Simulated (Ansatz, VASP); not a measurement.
# Si10HI (I-terminated Si(111)) in two plane-wave programs, part 2 of 2

One calculation is typed for both programs; each brings its own data sets and cutoff. How far apart do they land? The structure shown is the end of the VASP relaxation below.

VASP 6.6.1 and Ansatz 0.2.0.

So far: Starting point; VASP: relaxation, PBE.

## 3. Ansatz: single point, PBE

Level of this step: Ansatz beside VASP: Kohn-Sham DFT, plane waves, PBE (Ansatz).

Ansatz runs on its default PAW (the set named soft_2) files.

The same cell, functional, mesh and smearing now go to Ansatz, which takes its cutoff from its data sets.

Contents of input.yaml:

```yaml
crystal:
  lattice:
    - [3.86694683, 0.0, 0.0]
    - [1.93347342, 3.34887419, 0.0]
    - [0.0, 0.0, 33.31873268]
  atoms:
    - { symbol: Si, position: [0.33333333, 0.33333333, 0.28486989] }
    - { symbol: Si, position: [0.66666667, 0.66666667, 0.30782802] }
    - { symbol: Si, position: [0.66666667, 0.66666667, 0.37890176] }
    - { symbol: Si, position: [0.0, 0.0, 0.40267282] }
    - { symbol: Si, position: [0.0, 0.0, 0.47374183] }
    - { symbol: Si, position: [0.33333333, 0.33333333, 0.49743437] }
    - { symbol: Si, position: [0.33333333, 0.33333333, 0.56850187] }
    - { symbol: Si, position: [0.66666667, 0.66666667, 0.59221855] }
    - { symbol: Si, position: [0.66666667, 0.66666667, 0.66336573] }
    - { symbol: Si, position: [0.0, 0.0, 0.68640064] }
    - { symbol: H, position: [0.33333333, 0.33333333, 0.23965211] }
    - { symbol: I, position: [0.0, 0.0, 0.7603493] }
hamiltonian:
  xc: pbe
  pseudopotentials: { kind: paw }
kpoints:
  mp_grid: { grid: [9, 9, 1] }
scf:
  occupations: { method: gaussian, width: 0.03 }
  n_extra_bands: 7
efield:
  axis: 3
  dipole_correction: true
  ramp_width: 0.04
output:
  forces: true
  eigenvalues: true
```

Launch:

```sh
$ ansatz run input.yaml --threads 4 --pin off --max-ram 9216MiB --backend cpu --events-out ev --progress --plain --runs-dir out
```

Numbers of over 12 decimals in the logs are rounded to 6 here.

Log:

```text
scf.n_extra_bands = 7 over 29 filled bands (N_el = 58.0): the run solves 36 bands
Engine: ansatz 0.2.0, aarch64-unknown-linux-gnu
Pseudopotentials: kind: paw
Pseudopotential: Si, paw, valence charge 4, recommended cutoff 420 eV (normal), Si.paw.azcp
Pseudopotential: H, paw, valence charge 1, recommended cutoff 420 eV (normal), H.paw.azcp
Pseudopotential: I, paw, valence charge 17, recommended cutoff 420 eV (normal), I.paw.azcp
Functional definition: PBE
  parameter kappa = 0.804
  parameter beta = 0.066725
  exchange = pbe_x(kappa = kappa, mu = beta*pi^2/3)
  correlation = pbe_c(beta = beta)
Crystal: 12 atoms, lattice volume = 431.475 Å³
Basis set: ecut = 420 eV, 8475 PW (Γ), exchange–correlation on 54×54×450 points (8 copies of the dense FFT grid, shifted against one another)
Bands: 36, of which v1, the nominal top of the filled ones, is band 29 counted from 1 (28 counted from 0)
Symmetry: 6 space group operations
Space group: P3m1 (ITA 156), of the structure as read, at distance tolerance 7.6e-5 Å
k-points: 12 of 81 (time reversal used)
Non-local potential: Si, projectors of the file, l = 0: 2, l = 1: 2, l = 2: 2
Non-local potential: H, projectors of the file, l = 0: 2, l = 1: 1
Non-local potential: I, projectors of the file, l = 0: 2, l = 1: 2, l = 2: 2, l = 3: 2
PAW form: soft (Blöchl's): semilocal exchange-correlation on the pseudo side does not see the compensation charge
PAW one-centre angular grid: Si, 110 points (default); XC on 64 Gauss nodes
PAW one-centre angular grid: H, 110 points (default); XC on 64 Gauss nodes
PAW one-centre angular grid: I, 590 points (default); XC on 64 Gauss nodes
Initial density: superposition of atomic densities (neutral atoms: chi_scale 0, normalization atom), corrected by the library's trained network
Initial wavefunctions: pseudopotential atomic-orbital guess
Functional: x = pbe(κ = 0.804, μ = 0.219515), c = pbe(β = 0.066725)
SCF iter   1: F=—  HF=-13886.972708 eV  |F-HF|=—  |Δ(HF+E_count)|=         —  Δρ=1.63e-3  dr2=1.06e-1  ethr=1.77e-3  p=-0.058 e·Å  D=-2.42e-2 V/Å  ΔV_dip=0.81 eV  dr2_dipole=4.82e-3  V_vac-E_F(+/−)=4.44/3.64 eV  ⟨swp⟩=12.0  Hψ=2684  notcnv=0
efield: sawtooth ramp at fractional position 0.9800 (placed from the atoms, in the widest stretch of the axis that holds none; the zero of the levels goes with the place), width 0.0400; the density the first Hamiltonian is built on has a dipole p = -0.058 e·Å; the dipole correction subtracts the counter field D = -2.42e-2 V/Å, which shifts the + side's vacuum level by +0.81 eV against the − side's; the planar-averaged density in the ramp window peaks in size at 1.5e-5 e/Å³
preconditioner: auto → Resta (q_TF=auto, 1.953 Å⁻¹)  ε∞=3.8  [insulator: Δε(μ)=0.511 eV  Ē_g=7.416 eV  σ=0.030 eV  W_gap=1.00  n_scr=50 (ndim 8)  ℏωp=12.4 eV  f_vac=0.403  D(μ)=0.00/eV (n_scr^D=0)  ε∞_Penn≈3.8  vacuum switching on, ρ_ref=4.0e-3 e/Å³]
SCF iter   2: F=—  HF=-13886.961250 eV  |F-HF|=—  |Δ(HF+E_count)|=   1.15e-2  Δρ=7.58e-4  dr2=1.43e-2  ethr=1.83e-4  p=-0.034 e·Å  D=-1.42e-2 V/Å  ΔV_dip=0.47 eV  dr2_dipole=2.05e-5  V_vac-E_F(+/−)=4.51/4.04 eV  ⟨swp⟩=3.5  Hψ=706  notcnv=0  defer=20
SCF iter   3: F=—  HF=-13886.960184 eV  |F-HF|=—  |Δ(HF+E_count)|=   1.07e-3  Δρ=4.10e-4  dr2=1.54e-3  ethr=2.46e-5  p=-0.031 e·Å  D=-1.32e-2 V/Å  ΔV_dip=0.44 eV  dr2_dipole=5.59e-5  V_vac-E_F(+/−)=4.42/3.98 eV  ⟨swp⟩=2.4  Hψ=560  notcnv=0  defer=20
SCF iter   4: F=—  HF=-13886.960253 eV  |F-HF|=—  |Δ(HF+E_count)|=   6.97e-5  Δρ=1.58e-4  dr2=3.24e-4  ethr=2.66e-6  p=-0.027 e·Å  D=-1.12e-2 V/Å  ΔV_dip=0.37 eV  dr2_dipole=4.23e-5  V_vac-E_F(+/−)=4.38/4.01 eV  ⟨swp⟩=2.0  Hψ=649  notcnv=0  defer=20
SCF iter   5: F=—  HF=-13886.960252 eV  |F-HF|=—  |Δ(HF+E_count)|=   1.49e-6  Δρ=5.31e-5  dr2=4.05e-5  ethr=5.59e-7  p=-0.022 e·Å  D=-9.27e-3 V/Å  ΔV_dip=0.31 eV  dr2_dipole=3.49e-6  V_vac-E_F(+/−)=4.34/4.03 eV  ⟨swp⟩=2.0  Hψ=632  notcnv=0  defer=20
SCF iter   6: F=—  HF=-13886.960255 eV  |F-HF|=—  |Δ(HF+E_count)|=   3.65e-6  Δρ=2.47e-5  dr2=1.97e-5  ethr=6.98e-8  p=-0.022 e·Å  D=-9.36e-3 V/Å  ΔV_dip=0.31 eV  dr2_dipole=2.09e-5  V_vac-E_F(+/−)=4.34/4.02 eV  ⟨swp⟩=2.0  Hψ=638  notcnv=0  defer=20
SCF iter   7: F=—  HF=-13886.960252 eV  |F-HF|=—  |Δ(HF+E_count)|=   3.13e-6  Δρ=1.18e-5  dr2=3.38e-6  ethr=3.39e-8  p=-0.021 e·Å  D=-8.81e-3 V/Å  ΔV_dip=0.29 eV  dr2_dipole=1.05e-6  V_vac-E_F(+/−)=4.33/4.03 eV  ⟨swp⟩=2.1  Hψ=533  notcnv=0  defer=20
SCF iter   8: F=—  HF=-13886.960252 eV  |F-HF|=—  |Δ(HF+E_count)|=   1.99e-7  Δρ=4.79e-6  dr2=1.76e-7  ethr=5.83e-9  p=-0.021 e·Å  D=-8.83e-3 V/Å  ΔV_dip=0.29 eV  dr2_dipole=9.79e-9  V_vac-E_F(+/−)=4.33/4.03 eV  ⟨swp⟩=1.9  Hψ=508  notcnv=0  defer=20
SCF iter   9: F=-13886.960252 eV  HF=-13886.960252 eV  |F-HF|=5.55e-9  |Δ(HF+E_count)|=   3.21e-8  Δρ=1.72e-6  dr2=3.24e-8  ethr=1.72e-10  p=-0.021 e·Å  D=-8.82e-3 V/Å  ΔV_dip=0.29 eV  dr2_dipole=6.61e-10  V_vac-E_F(+/−)=4.33/4.03 eV  ⟨swp⟩=14.6  Hψ=2273  notcnv=0
SCF 1 converged in 9 iterations: F = -13886.960252 eV  dr2 = 3.24e-8
  greatest PAW one-centre occupation: 0.999 electrons in one spin orbital (limit 2), on the I atom at site 11 (counted from 0), in its partial waves of l = 2
SCF converged after 9 iterations
Free energy (F): -13886.960252 eV
Harris-Foulkes:  -13886.960252 eV  (|F-HF|=5.55e-9)
Internal energy: -13886.960252 eV  (E = F + TS)
E sigma→0 (E₀):  -13886.960252 eV
Fermi energy:    1.963117 eV
Dipole field:    D = -0.008847 V/Å  (p = -0.021096 e·Å, saw-weighted, corrected)
Work function:   Φ+ = 4.3266 eV   Φ− = 4.0318 eV
Levels:          The Fermi level and band energies are counted from a zero that moves with the ramp; work functions are not
--- Per-component energies (eV) ---
  E_band       = -605.262712
  E_kinetic    = 603.867784
  E_local      = -24638.971597  (includes V_loc(G=0)·N_el)
  E_nonlocal   = 169.399776
  E_hartree    = 12153.301766
  E_xc         = -687.432860
  E_vxc        = -605.579150  (∫ρ·V_xc dr)
  E_paw        = -9944.360175  (= ΣΔE_a)
  E_vpaw       = -441.624115  (= ΣTr[D̂ρ^β])
  E_aug_tail   = -0.001115  (compensation charges beyond the density's cutoff)
  E_efield     = 0.000093  (sawtooth field / dipole correction)
  E_vefield    = 1.058230  (∫n·V_field dr)
  E_ewald      = 8457.236075
  E_smearing   = -0.000000  (= −TS)
  E_closure    = 0.000000  (closes the sum)
  Σ components = -13886.960252   (vs F -13886.960252, Δ=0.00e0)
--- Forces (eV/Å), atoms counted from 1 ---
  atom   1  Si    -0.00000000     0.00000000     0.00117936
  atom   2  Si     0.00000000    -0.00000000    -0.00079356
  atom   3  Si    -0.00000000     0.00000000    -0.01111410
  atom   4  Si     0.00000000     0.00000000    -0.01208337
  atom   5  Si    -0.00000000     0.00000000    -0.00358657
  atom   6  Si     0.00000000     0.00000000    -0.00320589
  atom   7  Si    -0.00000000     0.00000000    -0.00095336
  atom   8  Si     0.00000000     0.00000000     0.00242013
  atom   9  Si    -0.00000000     0.00000000    -0.01444954
  atom  10  Si     0.00000000    -0.00000000     0.01324977
  atom  11  H      0.00000000    -0.00000000     0.02772049
  atom  12  I     -0.00000000     0.00000000     0.00164444
  max |Σ_I F_I| component: 2.78e-5 eV/Å
--- Band table (eV; the first three rows and the last of 12) ---
  k-point 0: bands = [... 25 lower, 1.1927, 1.1927, 1.7703, 1.7703, 2.8539, 3.0085, 3.2469, 3.5621, ... 3 higher]
  k-point 1: bands = [... 25 lower, 0.6711, 1.0238, 1.2027, 1.6570, 3.4194, 3.5374, 3.6069, 3.7892, ... 3 higher]
  k-point 2: bands = [... 25 lower, 0.2303, 0.4428, 0.6160, 1.3851, 2.7975, 3.0469, 3.3133, 3.5761, ... 3 higher]
  k-point 11: bands = [... 25 lower, -1.0339, -0.9873, -0.6795, -0.4166, 3.1228, 3.3619, 3.4654, 4.0115, ... 3 higher]
```

Run time: 6.5 s. Hardware: 4 threads of Arm Neoverse V2, shared host; peak memory 0.77 GiB.

The column dr2 measures how far the density is from self-consistency, as an energy; F and HF (Harris–Foulkes) agree once it is small.

## 4. Comparison

Known differences besides the potentials themselves: the data sets hold 58 valence electrons in Ansatz (default PAW (the set named soft_2) files) and 48 in VASP; the cutoff is 420 eV in Ansatz and 320 eV in VASP (PREC = Normal); VASP leaves aspherical gradient terms in its spheres out (LASPH is not set), Ansatz keeps them. Total energies have different zeros and are not compared.

The two programs side by side:

| quantity | Ansatz | VASP | difference |
| --- | --- | --- | --- |
| gap on the k mesh (eV) | 0.388 | 0.392 | -0.004 |

At this near-relaxed geometry the largest component of a force difference is 11 meV/Å. A gap on the mesh is an upper bound, since the band edges may lie between its points. VASP's last cycles still show a density residual of 3e-03, so its state may not be settled.

## 5. VASP: band structure, PBE

The same path points are solved in both programs, so levels can be compared one by one.

Contents of INCAR:

```
SYSTEM = Si10HI
PREC = Normal
ENCUT = 320
EDIFF = 1E-06
NELM = 120
ISMEAR = 0
SIGMA = 0.03
LREAL = .FALSE.
ALGO = Fast
GGA = PE
NBANDS = 36
LORBIT = 11
LWAVE = .FALSE.
LCHARG = .TRUE.
KPAR = 4
IDIPOL = 3
LDIPOL = .TRUE.
DIPOL = 0.5 0.5 0.488
LVHAR = .TRUE.
LVACPOTAV = .TRUE.
NEDOS = 1500
```

Contents of POSCAR:

```
Si10HI
1.0
    3.8669468306      0.0000000000      0.0000000000
    1.9334734153      3.3488741904      0.0000000000
    0.0000000000      0.0000000000     33.3187326797
Si H I
10 1 1
Direct
    0.3333333300      0.3333333300      0.2848698942
    0.6666666700      0.6666666700      0.3078280233
    0.6666666700      0.6666666700      0.3789017566
    0.0000000000      0.0000000000      0.4026728213
    0.0000000000      0.0000000000      0.4737418340
    0.3333333300      0.3333333300      0.4974343747
    0.3333333300      0.3333333300      0.5685018714
    0.6666666700      0.6666666700      0.5922185547
    0.6666666700      0.6666666700      0.6633657270
    0.0000000000      0.0000000000      0.6864006357
    0.3333333300      0.3333333300      0.2396521056
    0.0000000000      0.0000000000      0.7603493015
```

Contents of KPOINTS:

```
Automatic mesh
0
Gamma
9 9 1
0 0 0
```

Contents of KPOINTS_OPT:

```
Line mode
14
Line-mode
Reciprocal
  0.00000000   0.00000000   0.00000000 GAMMA
  0.00000000  -0.50000000   0.00000000 M

  0.00000000  -0.50000000   0.00000000 M
  0.33333333  -0.33333333   0.00000000 K

  0.33333333  -0.33333333   0.00000000 K
  0.00000000   0.00000000   0.00000000 GAMMA
```

The projector-augmented-wave data sets are Si, H and I (PBE family, release 64).

Launch:

```sh
$ mpirun -np 4 vasp_std
```

Log:

```text
[... set-up lines as in an earlier step ...]
 entering main loop
       N       E                     dE             d eps       ncg     rms          rms(c)
DAV:   1     0.159054284724E+03    0.15905E+03   -0.12886E+04   864   0.700E+02
DAV:   2    -0.443338214122E+02   -0.20339E+03   -0.19384E+03  1196   0.152E+02
DAV:   3    -0.597460048152E+02   -0.15412E+02   -0.15085E+02  1052   0.418E+01
DAV:   4    -0.603965922945E+02   -0.65059E+00   -0.64374E+00  1344   0.949E+00
[...]
RMM:  21    -0.591987213535E+02   -0.10637E-04   -0.53917E-07   733   0.200E-03    0.706E-04
RMM:  22    -0.591987260962E+02   -0.47428E-05   -0.22397E-07   618   0.144E-03    0.196E-04
RMM:  23    -0.591987266423E+02   -0.54605E-06   -0.46548E-08   419   0.103E-03
 -----------------------------------------------------------------------------
|                                                                             |
|           W    W    AA    RRRRR   N    N  II  N    N   GGGG   !!!           |
|           W    W   A  A   R    R  NN   N  II  NN   N  G    G  !!!           |
[...]
1 F= -.59198727E+02 E0= -.59198727E+02  d E =-.161686E-11
 Start KPOINTS_OPT (optional k-point list driver)
k-point batch [1-12\42]
       N       E                     dE             ncg
DAV:   1     0.511550641751E+03   -0.45339E+04      864
DAV:   2    -0.188015892579E+04   -0.23917E+04     1160
DAV:   3    -0.210481623580E+04   -0.22466E+03     1140
DAV:   4    -0.211340057850E+04   -0.85843E+01     1280
DAV:   5    -0.211366032709E+04   -0.25975E+00     1216
DAV:   6    -0.211366938407E+04   -0.90570E-02     1396
DAV:   7    -0.211366964402E+04   -0.25995E-03     1284
DAV:   8    -0.211366965319E+04   -0.91695E-05     1100
DAV:   9    -0.211366965387E+04   -0.67504E-06      856
[...]
k-point batch [37-42\42]
       N       E                     dE             ncg
DAV:   1     0.567877112363E+04   -0.35889E+03      432
DAV:   2     0.443035441227E+04   -0.12484E+04      596
DAV:   3     0.431353596473E+04   -0.11682E+03      576
DAV:   4     0.430796950271E+04   -0.55665E+01      692
DAV:   5     0.430786834208E+04   -0.10116E+00      616
DAV:   6     0.430786317208E+04   -0.51700E-02      716
DAV:   7     0.430786299825E+04   -0.17383E-03      664
DAV:   8     0.430786298628E+04   -0.11976E-04      656
DAV:   9     0.430786298545E+04   -0.82207E-06      488
```

OUTCAR, selected parts (step 5):

```text
  Total        1.6742579      1.6742579     -0.4135430     -0.0000000      0.0000000      0.0000000
  in kB        6.2169508      6.2169508     -1.5355916     -0.0000000      0.0000000      0.0000000
  external PRESSURE =       3.6327700 kB  Pullay stress =       0.0000000 kB

 POSITION                                       TOTAL-FORCE (eV/Angst)
 -----------------------------------------------------------------------------------
      1.93347      1.11629      9.49150        -0.000000     -0.000000      0.012254
      3.86695      2.23258     10.25644         0.000000      0.000000      0.003231
      3.86695      2.23258     12.62453        -0.000000     -0.000000     -0.010763
      0.00000      0.00000     13.41655        -0.000000     -0.000000     -0.011691
      0.00000      0.00000     15.78448        -0.000000     -0.000000     -0.003930
      1.93347      1.11629     16.57388        -0.000000     -0.000000     -0.003370
      1.93347      1.11629     18.94176         0.000000      0.000000     -0.000850
      3.86695      2.23258     19.73197        -0.000000     -0.000000      0.002952
      3.86695      2.23258     22.10251        -0.000000     -0.000000     -0.016023
      0.00000      0.00000     22.87000        -0.000000     -0.000000      0.003554
      1.93347      1.11629      7.98490         0.000000     -0.000000      0.016716
      0.00000      0.00000     25.33388        -0.000000     -0.000000      0.007920
 -----------------------------------------------------------------------------------
    total drift:                               -0.000002     -0.000001     -0.001096

  FREE ENERGIE OF THE ION-ELECTRON SYSTEM (eV)
  ---------------------------------------------------
  free  energy   TOTEN  =       -59.1987266423 eV

  energy  without entropy=      -59.1987266423  energy(sigma->0) =      -59.19872664

[... 2 parts as in an earlier step ...]

[... 1 further part left out ...]
[key lines of the parts left out:]
E-fermi :   1.4852
```

## 6. Ansatz: band structure, PBE

The same cell, functional, mesh and smearing now go to Ansatz, which takes its cutoff from its data sets.

Contents of input.yaml:

```yaml
crystal:
  lattice:
    - [3.8669468306, 0.0, 0.0]
    - [1.9334734153, 3.3488741904, 0.0]
    - [0.0, 0.0, 33.3187326797]
  atoms:
    - { symbol: Si, position: [0.33333333, 0.33333333, 0.2848698942] }
    - { symbol: Si, position: [0.66666667, 0.66666667, 0.3078280233] }
    - { symbol: Si, position: [0.66666667, 0.66666667, 0.3789017566] }
    - { symbol: Si, position: [0.0, 0.0, 0.4026728213] }
    - { symbol: Si, position: [0.0, 0.0, 0.473741834] }
    - { symbol: Si, position: [0.33333333, 0.33333333, 0.4974343747] }
    - { symbol: Si, position: [0.33333333, 0.33333333, 0.5685018714] }
    - { symbol: Si, position: [0.66666667, 0.66666667, 0.5922185547] }
    - { symbol: Si, position: [0.66666667, 0.66666667, 0.663365727] }
    - { symbol: Si, position: [0.0, 0.0, 0.6864006357] }
    - { symbol: H, position: [0.33333333, 0.33333333, 0.2396521056] }
    - { symbol: I, position: [0.0, 0.0, 0.7603493015] }
hamiltonian:
  xc: pbe
  pseudopotentials: { kind: paw }
kpoints:
  mp_grid: { grid: [9, 9, 1] }
  band_path:
    path:
      - [0.0, 0.0, 0.0]
      - [0.0, -0.03846, 0.0]
      - [0.0, -0.07692, 0.0]
      - [0.0, -0.15385, 0.0]
      - [0.0, -0.19231, 0.0]
      - [0.0, -0.26923, 0.0]
      - [0.0, -0.30769, 0.0]
      - [0.0, -0.34615, 0.0]
      - [0.0, -0.42308, 0.0]
      - [0.0, -0.46154, 0.0]
      - [0.0, -0.5, 0.0]
      - [0.02564, -0.48718, 0.0]
      - [0.05128, -0.47436, 0.0]
      - [0.10256, -0.44872, 0.0]
      - [0.12821, -0.4359, 0.0]
      - [0.17949, -0.41026, 0.0]
      - [0.20513, -0.39744, 0.0]
      - [0.25641, -0.37179, 0.0]
      - [0.28205, -0.35897, 0.0]
      - [0.30769, -0.34615, 0.0]
      - [0.33333, -0.33333, 0.0]
      - [0.30769, -0.30769, 0.0]
      - [0.25641, -0.25641, 0.0]
      - [0.23077, -0.23077, 0.0]
      - [0.20513, -0.20513, 0.0]
      - [0.15385, -0.15385, 0.0]
      - [0.12821, -0.12821, 0.0]
      - [0.07692, -0.07692, 0.0]
      - [0.05128, -0.05128, 0.0]
      - [0.0, 0.0, 0.0]
    npoints: 1
scf:
  occupations: { method: gaussian, width: 0.03 }
  n_extra_bands: 12
efield:
  axis: 3
  dipole_correction: true
  ramp_width: 0.04
output:
  forces: true
  eigenvalues: true
  write_density: true
  write_potential: true
  elf: true
  volumetric_format: npy
```

Launch:

```sh
$ ansatz run input.yaml --threads 4 --pin off --max-ram 9216MiB --backend cpu --events-out ev --progress --plain --runs-dir out
```

Log:

```text
[...]
Crystal: 12 atoms, lattice volume = 431.475 Å³
Basis set: ecut = 420 eV, 8475 PW (Γ), exchange–correlation on 54×54×450 points (8 copies of the dense FFT grid, shifted against one another)
Bands: 41, of which v1, the nominal top of the filled ones, is band 29 counted from 1 (28 counted from 0)
Symmetry: 6 space group operations
[...]
k-point 0: bands = [... 25 lower, 1.1927, 1.1927, 1.7703, 1.7703, 2.8539, 3.0084, 3.2468, 3.5621, ... 8 higher]
  k-point 1: bands = [... 25 lower, 0.6710, 1.0238, 1.2028, 1.6571, 3.4194, 3.5374, 3.6069, 3.7892, ... 8 higher]
  k-point 2: bands = [... 25 lower, 0.2302, 0.4428, 0.6160, 1.3852, 2.7974, 3.0469, 3.3133, 3.5761, ... 8 higher]
  k-point 11: bands = [... 25 lower, -1.0340, -0.9873, -0.6794, -0.4165, 3.1228, 3.3619, 3.4653, 4.0115, ... 8 higher]
[key lines of the parts left out:]
SCF converged after 9 iterations
Free energy (F): -13886.960252 eV
Fermi energy:    1.963143 eV
Dipole field:    D = -0.008780 V/Å  (p = -0.020935 e·Å, saw-weighted, corrected)
Work function:   Φ+ = 4.3252 eV   Φ− = 4.0326 eV
```

The job ended after 16 s (4 threads; peak memory 1 GiB).

## 7. Differences

The two programs side by side:

| quantity | Ansatz | VASP | difference |
| --- | --- | --- | --- |
| gap over the path points (eV) | 0.388 | 0.392 | -0.004 |

Levels at points of the path, from each program's valence-band top (eV; 4 filled, then empty):

| k (reciprocal lattice) | Ansatz | VASP |
| --- | --- | --- |
| 0.000 0.000 0.000 | -0.58 -0.58 0.00 0.00 1.08 1.24 1.48 | -0.58 -0.58 0.00 0.00 1.09 1.24 1.48 |
| 0.000 -0.038 0.000 | -0.71 -0.60 -0.09 -0.01 1.23 1.38 1.60 | -0.71 -0.60 -0.09 -0.01 1.23 1.38 1.60 |
| 0.000 -0.077 0.000 | -1.00 -0.66 -0.31 -0.06 1.53 1.66 1.80 | -1.00 -0.66 -0.31 -0.06 1.54 1.66 1.81 |
| 0.000 -0.154 0.000 | -1.26 -0.91 -0.89 -0.21 1.43 1.64 1.78 | -1.26 -0.91 -0.89 -0.21 1.44 1.65 1.78 |
| 0.000 -0.192 0.000 | -1.42 -1.17 -1.04 -0.30 1.20 1.43 1.65 | -1.42 -1.17 -1.04 -0.30 1.21 1.44 1.66 |
| 0.000 -0.269 0.000 | -1.73 -1.53 -1.33 -0.51 0.78 1.06 1.40 | -1.73 -1.53 -1.33 -0.51 0.78 1.06 1.41 |
| 0.000 -0.308 0.000 | -1.86 -1.67 -1.46 -0.60 0.61 0.91 1.31 | -1.86 -1.67 -1.46 -0.60 0.62 0.92 1.31 |
| 0.000 -0.346 0.000 | -1.98 -1.79 -1.58 -0.69 0.49 0.80 1.23 | -1.98 -1.79 -1.58 -0.69 0.50 0.81 1.24 |
| 0.000 -0.423 0.000 | -2.14 -1.95 -1.73 -0.81 0.39 0.68 1.00 | -2.14 -1.95 -1.73 -0.81 0.39 0.69 1.00 |
| 0.000 -0.462 0.000 | -2.18 -2.00 -1.77 -0.84 0.39 0.66 0.84 | -2.18 -2.00 -1.77 -0.84 0.40 0.67 0.84 |

At this near-relaxed geometry the largest component of a force difference is 11 meV/Å. Among the levels compared at these points, filled levels agree within 1 meV and empty ones within 5 meV.

## 8. Results

- difference in gap on the k mesh (single point, PBE): -0.0040 eV
- difference in gap over the path points (band structure, PBE): -0.0038 eV

In words: The difference in gap on the k mesh is -0.0040 eV (single point, PBE), within the 0.08 eV picked in this series as the mark of a large difference. Such differences can come from data sets, numerical settings and the points named under the comparisons, not from the functional's error against experiment.

[Lines on the potential files, build, host, timing and source positions are cut from VASP's logs without a mark.]

[Logs are printed without paths, hosts, clocks, repeated set-up lines and the standing remarks that a program may print on its own settings, such as how far it seeks lower states.]

[Hosts, paths, dates, database ids (printed as entryN), source tags and the programs' standing remarks are cut or masked in the printed files.]
